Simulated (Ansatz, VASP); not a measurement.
One calculation of WSe2, two programs

File INCAR:

```
SYSTEM = WSe2
ALGO = Normal
EDIFF = 1E-7
ENCUT = 520
GGA = PS
ISIF = 2
ISMEAR = 0
LASPH = .True.
LCHARG = .False.
LREAL = .False.
LWAVE = .False.
NBANDS = 20
NELM = 100
PREC = Accurate
SIGMA = 0.05
```

Contents of KPOINTS:

```
k-points
0
Gamma
  12 12 2
  0 0 0
```

File POSCAR:

```
WSe2
1.0
    3.1222988167      0.0000000000      0.0000000000
   -1.5611494084      2.7039900934      0.0000000000
    0.0000000000      0.0000000000     18.8110946297
W Se
1 2
Direct
    0.0000000000      0.0000000000      0.0000000000
    0.3333333333      0.6666666667      0.0997865200
    0.3333333333      0.6666666667      0.9002134800
```

Input for Ansatz:

```yaml
crystal:
  lattice:
    - [3.1222988167, 0.0, 0.0]
    - [-1.5611494084, 2.7039900934, 0.0]
    - [0.0, 0.0, 18.8110946297]
  atoms:
    - { symbol: W, position: [0.0, 0.0, 0.0] }
    - { symbol: Se, position: [0.3333333333, 0.6666666667, 0.09978652] }
    - { symbol: Se, position: [0.3333333333, 0.6666666667, 0.90021348] }
basis:
  ecutwfc: 420
kpoints:
  mp_grid: { grid: [12, 12, 2] }
hamiltonian:
  xc: pbesol
scf:
  occupations: { method: gaussian, width: 0.05 }
output:
  forces: true
  stress: true
  eigenvalues: true
```

Alike in both runs: task single point; functional PBEsol; k mesh 12 × 12 × 2; occupations gaussian, width 0.05 eV; no spin polarisation.

```csv
,VASP,Ansatz
version,VASP 6.6.1,Ansatz 0.2.0
potentials or method,"VASP PAW PBE potentials, release 64 (W_sv, Se)","scalar-relativistic, plane waves, PAW"
plane-wave cutoff (eV),520,420
valence electrons in the cell,26,46
```

```tsv
	VASP	Ansatz	Ansatz less VASP
gap on the k mesh at the Fermi level (eV)	0.97	0.97	-0.001
least direct gap on the mesh (eV)	1.36	1.36	-0.001
rms of the force components (eV/Å)	1.005	1.026	+0.0214
```

Atom by atom the forces differ by 0.021 eV/Å (rms over components). The two sets of potentials don't hold the same shells in valence.

Caveats: the PAW data sets were made with another functional, which shifts forces and pressure a little (VASP); spin-orbit coupling is left out, which moves the levels of the heavy elements. A hybrid or GW would open this gap; PBEsol tends to underestimate it.
